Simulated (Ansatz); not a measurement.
**What do other settings change for glassy Al2O3 (180 atoms)?**

Density of this cell: 3.05 g/cm³. The cell holds 180 atoms: 72 Al and 108 O. Its edges and angles: a = 12.596 Å, b = 12.596 Å, c = 12.596 Å, α = 90.0°, β = 90.0°, γ = 90.0°. 180 atoms (72 Al, 108 O) placed at random at 3.05 g/cm³, melted at 4500 K for 20 ps at fixed volume with the Morse and Coulomb pair potential with partial charges (Pedone, Malavasi, Menziani, Cormack and Segre, J. Phys. Chem. B 110, 11780 (2006)). Quenched from 4500 K to 300 K at 20 K/ps and fixed volume, held 5 ps. The starting density is a measured one.

Geometry: as built.

Reference run: Kohn-Sham DFT, PBE, PAW (set soft_1), plane waves (Ansatz 0.2.0), cutoff 420 eV, k-mesh 2×2×2, fixed occupations.

```
r.m.s. force component                           : 0.9646 eV/Å
pressure                                         : 4.456 GPa
gap (highest filled to lowest empty level) : 2.902 eV
SCF cycles                                       : 13
time                                             : 6.3 s on 1 × NVIDIA GB200 with 32 threads of Arm Neoverse V2, shared host
```

**Question.** The cell is repeated and solved at Γ. How do error, time and memory go?
- plane waves, 180 atoms (1×1×1)
- support functions, 180 atoms (1×1×1)
- plane waves, 1440 atoms (2×2×2)
- support functions, 1440 atoms (2×2×2)
- truncated density matrix, 1440 atoms (2×2×2)

Differences are against the typed cell on a 2×2×2 mesh, which samples like Γ on 1440 atoms (r.m.s. force component 0.965 eV/Å, gap 2.90 eV). Every repeated cell is solved at Γ, and forces are averaged over the copies of each atom. Hardware: 1 × NVIDIA GB200 with 32 threads of Arm Neoverse V2, shared host.

```csv
atoms,repeats,basis,"Δ force, r.m.s. (meV/Å)",Δ energy (meV/atom),less plane waves of the same size (meV/atom),gap (eV),spread among copies (meV/Å),SCF cycles,time,host memory (GiB),planned on the GPU (GiB)
180,1×1×1,plane waves,1.42,0.428,-,2.90,-,13,1.6 s,1.1,5.8
180,1×1×1,support functions,1.58,-2.28,-2.7,2.90,-,13,3.9 s,0.97,4.9
1440,2×2×2,plane waves,0.004,0,-,2.90,0,14,2.9 min,3.7,78
1440,2×2×2,support functions,0.624,-2.74,-2.7,2.90,0.025,16,23 s,3.4,28
1440,2×2×2,truncated density matrix,0.599,-2.74,-2.7,-,0.011,22,22 s,3.4,29
```

Repeating the cell at Γ samples more k-points: in plane waves the energy difference from the dense mesh goes from 0.428 meV/atom at 180 atoms to 0 at 1440, and the force difference from 1.4 to 0.004 meV/Å; the gap stays at 2.90 eV. With plane waves, the time grows as the 2.3 power of the atom count between the two largest sizes, 180 and 1440 atoms. With support functions, the time grows as the 0.9 power of the atom count between the two largest sizes, 180 and 1440 atoms. The smaller run is short enough for fixed overheads to flatten this slope. At 1440 atoms truncation (run in mixed precision) changes the energy by +0.0022 meV/atom and takes 0.97 times the time of the full density matrix. At equal size the support functions lie 2.7 meV/atom below plane waves, likely because their grid holds more waves than 420 eV; no run tests this. Support functions take 2.5 times the time of plane waves at 180 atoms and 0.13 times at 1440, so the crossover lies within the series. The truncated run is already faster than plane waves at 1440 atoms (0.13 times their time). Each time is a single run, so ratios and crossover are rough. At the largest size the support functions' forces differ from the reference by 0.065 % of the r.m.s. force, where they sample the same k-points. In some support-function runs the search for missed states was left out or partial.

[Logs are printed without paths, hosts, clocks, repeated set-up lines and the standing remarks that a program may print on its own settings, such as how far it seeks lower states.]

[Hosts, paths, dates, database ids (printed as entryN), source tags and the programs' standing remarks are cut or masked in the printed files.]
